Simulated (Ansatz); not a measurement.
Relaxed bulk ZrN, space group Fm-3m (No. 225):

```cif
data_structure
_symmetry_space_group_name_H-M 'P 1'
_symmetry_Int_Tables_number 1
_cell_length_a 3.2489
_cell_length_b 3.2489
_cell_length_c 3.2489
_cell_angle_alpha 60.000
_cell_angle_beta 60.000
_cell_angle_gamma 60.000
_cell_volume 24.25
loop_
_atom_site_label
_atom_site_type_symbol
_atom_site_fract_x
_atom_site_fract_y
_atom_site_fract_z
_atom_site_occupancy
Zr1 Zr 0.00000 0.00000 0.00000 1
N1 N 0.50000 0.50000 0.50000 1
```

Computed with Ansatz 0.2.0, DFT PBE, scalar-relativistic, plane waves, PAW. Cutoff 420 eV, k spacing 0.19 to 0.25 Å⁻¹, dipole correction; no spin polarisation.

Slabs with different planes and terminations (top/bottom plane) are cut from it in 1×1 cells and relaxed. Each holds whole formula units counted by Zr and an excess Δn of N (negative: a deficit); ΔE is its energy over those formula units in the bulk and the excess in the standard state of N. The formation energy of ZrN is -3.459 eV a formula unit (uncorrected), so Δμ(N) runs from -3.459 eV to 0 if no other compound intervenes.

```
                slab A (Å²)  Δn(N)  ΔE (eV)
  (111) Zr/Zr, Zr5N4    9.14  -1.00    5.560
   (111) Zr/N, Zr5N5    9.14      0    3.141
    (111) N/N, Zr5N6    9.14  +1.00    0.827
(100) ZrN/ZrN, Zr5N5   10.56      0    1.826
```

Q: Work out each slab's surface energy at the N-rich and N-poor ends.

A: γ = [ΔE − Δn·Δμ(N)]/(2A) × 16.02 J/m² per eV/Å², the mean of both faces:

```
                slab N-rich (J/m²) N-poor (J/m²)
  (111) Zr/Zr, Zr5N4           4.87           1.84
   (111) Zr/N, Zr5N5           2.75           2.75
    (111) N/N, Zr5N6           0.72           3.76
(100) ZrN/ZrN, Zr5N5           1.39           1.39
```

Q: Does the lowest surface change with the conditions?

A: Yes: among these slabs (111) N/N, Zr5N6 is lowest at the N-rich end and (100) ZrN/ZrN, Zr5N5 at the N-poor end. Their lines cross where (ΔE − Δn·Δμ)/A is equal, at Δμ(N) = -0.75 eV, with γ = 1.39 J/m².

Only the planes named were cut, so another facet can lie lower still. Reconstructions in larger cells weren't sought.